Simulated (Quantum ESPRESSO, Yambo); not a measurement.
# GaP (F-43m): Bethe-Salpeter spectra with Yambo, part 2 of 4

Wanted: excitons and ε₂ of GaP (F-43m), with cost.

Quantum ESPRESSO 7.5 and Yambo 5.3.0; PBE and many-body steps on it, plane waves. Known limits of the many-body steps: not at the basis limit; no spin-orbit coupling; coarse k mesh; bindings not settled in the k mesh.

So far. Step 4 (Screening and self-energy, 4×4×4 mesh, 104 bands …): The gap on the mesh goes from 1.65 eV to 2.25 eV, a correction of +0.60 eV. Step 5 (Empty states on the mesh, 4×4×4 mesh, 22 bands): On this mesh the gap is 1.653 eV.

### 7. Excitons

Light makes an electron and a hole together. The Bethe-Salpeter equation adds their screened attraction and their exchange, in a window of bands around the gap.

This step: Bethe-Salpeter equation on PBE with a scissors shift, plane waves, norm-conserving pseudopotentials.

The input, bse3.in:

```
optics
bss
bse
em1s
dipoles
rim_cut
RandQpts= 1000000
RandGvec= 1 RL
Chimod= "HARTREE"
BSKmod= "SEX"
BSEmod= "resonant"
BSSmod= "d"
BSENGexx= 20 Ry
BSENGBlk= 4 Ry
% BSEQptR
 1 | 1 |
%
% BSEBands
 11 | 17 |
%
% BEnRange
 0 | 5 | eV
%
% BDmRange
 0.1 | 0.1 | eV
%
BEnSteps= 101
% BLongDir
 1 | 0 | 0 |
%
% BndsRnXs
 5 | 22 |
%
NGsBlkXs= 4 Ry
% LongDrXs
 1 | 1 | 1 |
%
% KfnQP_E
 0.884 | 1.0 | 1.0 |
%
WRbsWF
FFTGvecs= 47 Ry
```

The run is started by

```
$ OMP_NUM_THREADS=1 mpirun -n 4 yambo -F bse3.in -J bse3 -C bse3 > bse3.log
```

Log:

```text
 Yambo, version 5.3.0

 [02] CORE Variables Setup
 =========================

  [... cell, symmetries and grids as in the set-up ...]

  [02.05] Energies & Occupations
  ==============================

  [X] === General ===
  [X] Electronic Temperature                        :  0.000000  0.000000 [eV K]
  [X] Bosonic    Temperature                        :  0.000000  0.000000 [eV K]
  [X] Finite Temperature mode                       : no
  [X] El. density                                   :  0.64228E+24 [cm-3]
  [X] Fermi Level                                   :  8.204635 [eV]

  [X] === Gaps and Widths ===
  [X] Conduction Band Min                           :  1.653055 [eV]
  [X] Valence Band Max                              :  0.000000 [eV]
  [X] Filled Bands                                  :  13
  [X] Empty Bands                                   :  14  22
  [X] Direct Gap                                    :  1.817539 [eV]
  [X] Direct Gap localized at k                     :  1
  [X] Indirect Gap                                  :  1.653055 [eV]
  [X] Indirect Gap between kpts                     :   1   7
  [X] Last valence band width                       :  3.419268 [eV]
  [X] 1st conduction band width                     :  3.048653 [eV]

 [03] Transferred momenta grid and indexing
 ==========================================

 [BZ sampling] Q-grid is User defined and/or read from the database

 IBZ Q-points                                      :   8
 BZ  Q-points                                      :   64

 K/Q-points units:
 rlu = crystal or reduced units; cc = cartesian coordinates; iku = interal k-units

 Q [1]          [rlu]:  0.000000  0.000000  0.000000
 Q [2]          [rlu]: -0.25926E-17 -0.25926E-17  0.25000
 Q [3]          [rlu]:  0.51853E-17  0.51853E-17 -0.50000
 Q [4]          [rlu]:  0.17252E-17  0.25000      0.25000
 Q [5]          [rlu]:  0.64517E-16  0.25000      0.50000
 Q [6]          [rlu]:  0.51853E-17  0.25000     -0.25000
 Q [7]          [rlu]: -0.34504E-17 -0.50000     -0.50000
 Q [8]          [rlu]:  0.250000 -0.500000 -0.250000

  [03.01] X + BSE indexes
  =======================

   [03.01.01] Sigma indexes
   ========================

 [04] Coloumb potential Random Integration (RIM)
 ===============================================

  [04.01] RIM initialization
  ==========================

  * Diagonal components only detected *

  8 x (sBL volume)        :  0.113502 [a.u.]
  sBZ random points       :  1000000
  Points outside the sBZ  :   7987327
  RL volume               :  0.908017 [a.u.]
  Integrated volume       :  0.909458 [a.u.]

  [04.02] RIM integrals
  =====================

  Gamma point sphere radius             :  0.087825 [a.u.]
  Points outside the sphere             :   799513
  [Int_sBZ(q=0) 1/q^2]*(Vol_sBZ)^(-1/3) =:  7.764325
                                 should be <:  7.795600

  Summary of Coulomb integrals for non-metallic bands |Q|[au] RIM/Bare

  Q [1] 0.100000E-4 0.995988 * Q [2] 0.264147 1.066458
  Q [4] 0.305010 1.065091 * Q [6] 0.431350 1.027253
  Q [5] 0.505803 1.020682 * Q [3] 0.528294 1.017918
  Q [7] 0.610021 1.014689 * Q [8] 0.682024 1.011759

 [05] External/Internal QP corrections
 =====================================

 [QP_apply] Action to be applied: USER defined scissor

  [05.01]  QP corrections report
  ==============================

  [K+QP] === General ===
  [K+QP] Electronic Temperature                     :  0.000000  0.000000 [eV K]
  [K+QP] Bosonic    Temperature                     :  0.000000  0.000000 [eV K]
  [K+QP] Finite Temperature mode                    : no
  [K+QP] El. density                                :  0.64228E+24 [cm-3]
  [K+QP] Fermi Level                                :  0.000000 [eV]

  [K+QP] === Gaps and Widths ===
  [K+QP] Conduction Band Min                        :  2.537055 [eV]
  [K+QP] Valence Band Max                           :  0.000000 [eV]
  [K+QP] Filled Bands                               :  13
[...]
[K+QP] Direct Gap localized at k                  :  1
  [K+QP] Indirect Gap                               :  2.537055 [eV]
  [K+QP] Indirect Gap between kpts                  :   1   7
  [K+QP] Last valence band width                    :  3.419268 [eV]
  [K+QP] 1st conduction band width                  :  3.048653 [eV]

  [coarse-grid] Minimum Bare Gap        [ev]:  1.653055
  [coarse-grid] Minimum Gap Correction  [ev]:  0.884000

  Eqp @ K [1]
  -143.3917  -94.1165  -94.1165  -94.1165  -14.5396  -14.5396  -14.5396  -14.4426
   -14.4426     -12.4929    -0.231123E-5 -0.203746E-5   0.00000      2.70154      4.77063      4.77063
    4.77063   9.69841  10.61156  10.61157  13.33406  13.33407
  Eqp @ K [2]
  -143.3917  -94.1164  -94.1164  -94.1164  -14.5838  -14.5249  -14.5249  -14.4408
  -14.44077 -11.71681  -3.87592  -0.66219  -0.66219   3.03740   5.62522   5.62522
    7.22822   9.82892   9.82892  10.81419  13.97685  17.07330
  Eqp @ K [3]
  -143.3917  -94.1165  -94.1165  -94.1165  -14.6220  -14.5151  -14.5151  -14.4345
  -14.43453 -10.42675  -6.63261  -1.11775  -1.11775   2.55378   5.59971   5.59971
    9.16796  11.76783  12.49930  12.49930  14.46602  14.46603
  Eqp @ K [4]
[...]
7.62684   8.67273  11.55269  13.59076  15.49726  15.49727
  Eqp @ K [5]
[...]
-14.42942 -10.10497  -6.12895  -3.23293  -2.03112   3.34509   5.80983   7.46928
    7.94190  11.71814  12.59143  14.03457  14.59523  15.16762
  [... 2 further k-points ...]
  Eqp @ K [8]
  -143.3917  -94.1165  -94.1165  -94.1165  -14.6386  -14.5010  -14.4804  -14.4569
  -14.43352  -9.43563  -6.54789  -3.57400  -3.41927   5.58571   5.74636   6.98483
    7.03344  12.46983  12.69913  14.54549  14.72694  17.49888

 [06] Dipoles
 ============

  [06.01] Setup: observables and procedures
  =========================================

  [WARNING] [r,Vnl^pseudo] included in position and velocity dipoles.

  [WARNING] In case H contains other non local terms, these are neglected

 [07] Static Dielectric Matrix
 =============================

 [WR./bse3//ndb.em1s]------------------------------------------------------------
  Brillouin Zone Q/K grids (IBZ/BZ)                :    8   64    8   64
  RL vectors                                       :  1471 [WF]
  Coulomb cutoff potential                         : none
  Electronic Temperature                           :  0.000000 [K]
  Bosonic    Temperature                           :  0.000000 [K]
  Static diel. fun.  energies                      : Perdew, Burke & Ernzerhof(X)+Perdew, Burke & Ernzerhof(C)
  wavefunctions                                    : Perdew, Burke & Ernzerhof(X)+Perdew, Burke & Ernzerhof(C)
  Global Gauge                                     : length
  X matrix size                                    :   51
  X band range                                     :   5  22
  X e/h energy range                               : -1.000000 -1.000000 [eV]
  X Time ordering                                  : T
  X Hxc Kernel                                     : HARTREE
  X Drude frequency                                :  0.000000  0.000000
  X poles                                          :  100.0000 [o/o]
  RL vectors in the sum                            :  1471
  [r,Vnl] included                                 : yes
  Field direction                                  :  0.577350E-5  0.577350E-5  0.577350E-5
  BZ energy Double Grid                            : no
  BZ energy DbGd points                            : 0
  BZ Q point size factor                           : -1.000000
  X Optical Averaged directions                    : none

 [08] Bethe Salpeter Equation driver
 ===================================

  [08.01] Bethe Salpeter Equation @q1
  ===================================

   [08.01.01] Transition pre-analysis @q1
   ======================================

   [08.01.02] Transition Groups build-up @q1
   =========================================

   [BSK] Transition groups (total):  16
   [BSK] Size (resonant):   768
   [BSK]         (total):   768
   [BSK] N. of matrices :  1

   [08.01.03] Loading Dipoles @q1
   ==============================

   [08.01.04] Independent Particles properties @q1
   ===============================================

   ==========================================================

   [BSE] Exchange components :   459
   [BSE] Correlation components :   51  229

    [08.01.05.01] Screened interaction header I/O
    =============================================

    [08.01.05.02] Main kernel loop
    ==============================

    [08.01.05.03] Wave-Function Phases
    ==================================

    [BSE] WF phases found       :  43.08036 [o/o]

   [08.01.06] BSE solver(s) @q1
   ============================

   [08.01.07] Diago Solver @q1
   ===========================

 [11] Game Over & Game summary
```

It took 6.1 s on 4 MPI ranks of Arm Neoverse V2, shared host; peak memory 1.1 GiB.

Numbers from this step:

```yaml
transitions_in_the_window: 768
direct_gap_of_the_transition_levels: 2.702 eV
lowest_state: 2.561 eV
first_strong_exciton_over_a_fiftieth_of_the_strongest_listed: 2.561 eV
binding_of_the_lowest_state_below_the_direct_gap: 0.1403 eV
coulomb_term_of_one_mesh_cell: 0.1673 eV
```

The binding is 0.84 times the screened Coulomb term of one mesh cell (0.17 eV), so it is not shown settled.

The lowest state lies at 2.561 eV, 0.140 eV under the direct gap.

Lines within 3 meV are set at the lowest of them, and the highest group, which the list may cut short, is left out. Lines of the exciton spectrum (strongest = 100):

```tsv
position (eV)	lines merged	strength, relative
2.561	3	34
3.411	3	100
3.466	3	0.0
3.493	2	0.0
3.580	3	0.0
3.584	5	0.0
3.605	3	1.1
```

Field along x; broadening 0.1 eV; transition window only. Limits: finite bands, cutoff and mesh; no spin-orbit coupling; coarse k mesh; exciton not shown settled in the k mesh. Table of ε₂ by photon energy; read off at these points:

```tsv
photon energy (eV)	BSE	no electron-hole interaction
0.00	0.229	0.171
0.15	0.251	0.185
0.25	0.268	0.196
0.40	0.296	0.213
0.55	0.329	0.233
0.70	0.369	0.257
0.80	0.400	0.275
0.95	0.456	0.307
1.10	0.525	0.344
1.20	0.582	0.374
1.35	0.688	0.429
1.50	0.831	0.498
1.60	0.957	0.557
1.75	1.22	0.671
1.90	1.64	0.837
2.05	2.40	1.10
2.15	3.32	1.37
2.30	6.62	2.13
2.45	20.5	4.18
2.55	43.7	8.38
2.70	17.2	25.6
2.85	8.71	9.28
2.95	8.62	5.50
3.10	13.6	4.59
3.25	36.2	6.09
3.40	125	11.6
3.50	71.6	22.6
3.65	21.0	85.6
3.80	9.44	46.2
3.90	6.80	19.6
4.05	5.31	8.60
4.20	5.59	5.72
4.30	7.07	5.28
4.45	15.5	6.38
4.60	43.5	12.8
4.75	22.0	35.8
4.85	26.6	22.5
5.00	68.8	15.5
```

### 8. Triplet (no exchange term)

bse4.in, as its differences from bse3.in of step 7:

```diff
@@ -12,3 +12,3 @@
 BSSmod= "d"
-BSENGexx= 20 Ry
+BSENGexx= 1 RL
 BSENGBlk= 4 Ry
```

The run is started by

```
$ OMP_NUM_THREADS=1 mpirun -n 4 yambo -F bse4.in -J bse4,bse3_W -C bse4 > bse4.log
```

Log:

```text
 Yambo, version 5.3.0

 [02] CORE Variables Setup
 =========================

  [... cell, symmetries and grids as in the set-up ...]

  [02.05] Energies & Occupations
  ==============================

  [X] === General ===
  [X] Electronic Temperature                        :  0.000000  0.000000 [eV K]
  [X] Bosonic    Temperature                        :  0.000000  0.000000 [eV K]
  [X] Finite Temperature mode                       : no
  [X] El. density                                   :  0.64228E+24 [cm-3]
  [X] Fermi Level                                   :  8.204635 [eV]

  [X] === Gaps and Widths ===
  [X] Conduction Band Min                           :  1.653055 [eV]
  [X] Valence Band Max                              :  0.000000 [eV]
  [X] Filled Bands                                  :  13
  [X] Empty Bands                                   :  14  22
  [X] Direct Gap                                    :  1.817539 [eV]
  [X] Direct Gap localized at k                     :  1
  [X] Indirect Gap                                  :  1.653055 [eV]
  [X] Indirect Gap between kpts                     :   1   7
  [X] Last valence band width                       :  3.419268 [eV]
  [X] 1st conduction band width                     :  3.048653 [eV]

 [03] Transferred momenta grid and indexing
 ==========================================

 IBZ Q-points                                      :   8
 BZ  Q-points                                      :   64

 K/Q-points units:
 rlu = crystal or reduced units; cc = cartesian coordinates; iku = interal k-units

 Q [1]          [rlu]:  0.000000  0.000000  0.000000
 Q [2]          [rlu]: -0.25926E-17 -0.25926E-17  0.25000
 Q [3]          [rlu]:  0.51853E-17  0.51853E-17 -0.50000
[...]
[K+QP] Direct Gap localized at k                  :  1
  [K+QP] Indirect Gap                               :  2.537055 [eV]
  [K+QP] Indirect Gap between kpts                  :   1   7
  [K+QP] Last valence band width                    :  3.419268 [eV]
  [K+QP] 1st conduction band width                  :  3.048653 [eV]

  [coarse-grid] Minimum Bare Gap        [ev]:  1.653055
  [coarse-grid] Minimum Gap Correction  [ev]:  0.884000

  Eqp @ K [1]
  -143.3917  -94.1165  -94.1165  -94.1165  -14.5396  -14.5396  -14.5396  -14.4426
   -14.4426     -12.4929    -0.231123E-5 -0.203746E-5   0.00000      2.70154      4.77063      4.77063
    4.77063   9.69841  10.61156  10.61157  13.33406  13.33407
  Eqp @ K [2]
  -143.3917  -94.1164  -94.1164  -94.1164  -14.5838  -14.5249  -14.5249  -14.4408
[...]
7.22822   9.82892   9.82892  10.81419  13.97685  17.07330
  Eqp @ K [3]
[...]
9.16796  11.76783  12.49930  12.49930  14.46602  14.46603
  Eqp @ K [4]
[...]
7.62684   8.67273  11.55269  13.59076  15.49726  15.49727
  Eqp @ K [5]
[...]
7.94190  11.71814  12.59143  14.03457  14.59523  15.16762
  [... 2 further k-points ...]
  Eqp @ K [8]
  -143.3917  -94.1165  -94.1165  -94.1165  -14.6386  -14.5010  -14.4804  -14.4569
  -14.43352  -9.43563  -6.54789  -3.57400  -3.41927   5.58571   5.74636   6.98483
    7.03344  12.46983  12.69913  14.54549  14.72694  17.49888

 [06] Dipoles
 ============

  [06.01] Setup: observables and procedures
  =========================================

  [WARNING] [r,Vnl^pseudo] included in position and velocity dipoles.

  [WARNING] In case H contains other non local terms, these are neglected

 [07] Static Dielectric Matrix
 =============================

    [08.01.05.02] Main kernel loop
    ==============================

    [08.01.05.03] Wave-Function Phases
    ==================================

    [BSE] WF phases found       :  43.08036 [o/o]

   [08.01.06] BSE solver(s) @q1
   ============================

   [08.01.07] Diago Solver @q1
   ===========================

 [11] Game Over & Game summary
```

Elapsed: 3.3 s, on 4 MPI ranks; peak memory 1.1 GiB; 13 s of CPU time.

The lowest triplet lies at 2.526 eV; without spin-orbit coupling triplets are dark, so no spectrum is read.

### 9. Empty states on the mesh, 6×6×6 mesh, 22 bands

This step: Quantum ESPRESSO 7.5; DFT, PBE, plane waves, norm-conserving pseudopotentials.

The input, pw.in:

```
&control
  calculation = 'nscf'
  prefix = 'x'
  outdir = 'o'
  pseudo_dir = 'pseudo'
/
&system
  ibrav = 0
  nat = 2
  ntyp = 2
  ecutwfc = 104.0
  nbnd = 22
  force_symmorphic = .true.
/
&electrons
  conv_thr = 1e-9
  electron_maxstep = 80
  diago_full_acc = .true.
  diago_thr_init = 5e-6
/
ATOMIC_SPECIES
  Ga 69.723 Ga.upf
  P 30.974 P.upf
CELL_PARAMETERS angstrom
  0.0000000000 2.7252500000 2.7252500000
  2.7252500000 0.0000000000 2.7252500000
  2.7252500000 2.7252500000 0.0000000000
ATOMIC_POSITIONS crystal
  Ga 0.0000000000 0.0000000000 0.0000000000
  P 0.2500000000 0.2500000000 0.2500000000
K_POINTS automatic
  6 6 6 0 0 0
```

The run is started by

```
$ OMP_NUM_THREADS=1 mpirun -n 4 pw.x -nk 4 -in pw.in > pw.out
```

Log:

```text
[banner, memory and clock lines left out]
Program PWSCF v.7.5 starts

     Atomic positions and unit cell read from directory:
     o/x.save/

     Message from routine setup:
     using ibrav=0 with symmetry is DISCOURAGED, use correct ibrav instead

     G-vector sticks info

     bravais-lattice index     =            0
     lattice parameter (alat)  =       7.2832  a.u.
     unit-cell volume          =     273.1780 (a.u.)^3
     number of atoms/cell      =            2
     number of atomic types    =            2
     number of electrons       =        26.00
[...]
-135.1871 -85.9119 -85.9119 -85.9118  -6.3582  -6.3273  -6.3273  -6.2375
    -6.2375  -3.9320   5.8169   7.8340   7.8340  10.6145  12.6393  12.6393
    13.2293  17.1338  17.1338  18.2674  20.0036  22.7222

          k = 0.2357 0.2357-0.2357 (  4879 PWs)   bands (ev):

  -135.1871 -85.9118 -85.9118 -85.9118  -6.3986  -6.3147  -6.3147  -6.2337
    -6.2337  -2.9849   2.9975   7.2984   7.2984  10.1008  13.0159  13.0159
    15.7999  17.8105  17.8105  17.9059  23.0037  24.6660

          k =-0.3536-0.3536 0.3536 (  4910 PWs)   bands (ev):

     [... further k-points ...]

     highest occupied, lowest unoccupied level (ev):     8.2046    9.8577

     XML data file, pseudopotentials, collected wavefunctions
```

Wall time 2.5 s (4 MPI ranks); peak memory 0.23 GiB.

This step gave:

| Property | Result |
| --- | --- |
| gap | 1.653 eV |
| k of the valence top | 0, 0, 0 |
| k of the conduction bottom | 0, -0.5, -0.5 |
| least direct gap | 1.818 eV |
| k points computed | 16 |
| lowest point of the top converged band, above the valence top | 12.45 eV |

On this mesh the gap is 1.653 eV.

### 10. Conversion and set-up

This step: Yambo 5.3.0; conversion and set-up on PBE, plane waves, norm-conserving pseudopotentials.

The run is started by

```
$ (cd o/x.save; p2y > p2y.log; mv SAVE ../..); yambo > setup.log
```

Log:

```text
 Yambo, version 5.3.0

 [02] CORE Variables Setup
 =========================

  [02.01] Unit cells
  ==================

  Cell kind             :  FCC
  Atoms in the cell     :  Ga  P
  number of Ga atoms    :  1
  number of P  atoms    :  1

  List of atomic masses
  Mass of Ga    :  69.72300
  Mass of P     :  30.97400

  List of atomic coordinates    : [cc]
  Ga1       :  0.000000  0.000000  0.000000  order 1
  P1       :  2.574988  2.574988  2.574988  order 2

  Alat factors          :  5.149976  5.149976  5.149976 [a.u.]
  Direct lattice volume :  273.1780 [a.u.]
[...]
Q [ 1]         [rlu]:  0.000000  0.000000  0.000000
 Q [ 2]         [rlu]:  0.25176E-17  0.25176E-17  0.16667
 Q [ 3]         [rlu]:  0.50351E-17  0.50351E-17  0.33333
[...]
Q [ 8]         [rlu]:  0.51853E-17  0.16667     -0.33333
 Q [ 9]         [rlu]: -0.32791E-16  0.16667     -0.16667
 Q [10]         [rlu]:  0.25050E-16  0.33333      0.33333
     [... 4 further rows ...]
 Q [15]         [rlu]:  0.166667  0.333333 -0.333333
 Q [16]         [rlu]:  0.166667 -0.500000 -0.333333

  [03.01] X indexes
  =================

   [03.01.01] Sigma indexes
   ========================

 [06] Game Over & Game summary
```

The job ended after 3 s (1 MPI rank; peak memory 0.25 GiB).

(Continued in part 3 of 4.)

[Paths, hosts, dates, memory and timing lines, banners, echoed tables and standing remarks are left out of the program output.]

[Logs are printed without paths, hosts, clocks, repeated set-up lines and the standing remarks that a program may print on its own settings, such as how far it seeks lower states.]

[Runs of the session that timed out or met a known fault of the program may be left out.]

[Hosts, paths, dates, database ids (printed as entryN), source tags and the programs' standing remarks are cut or masked in the printed files.]
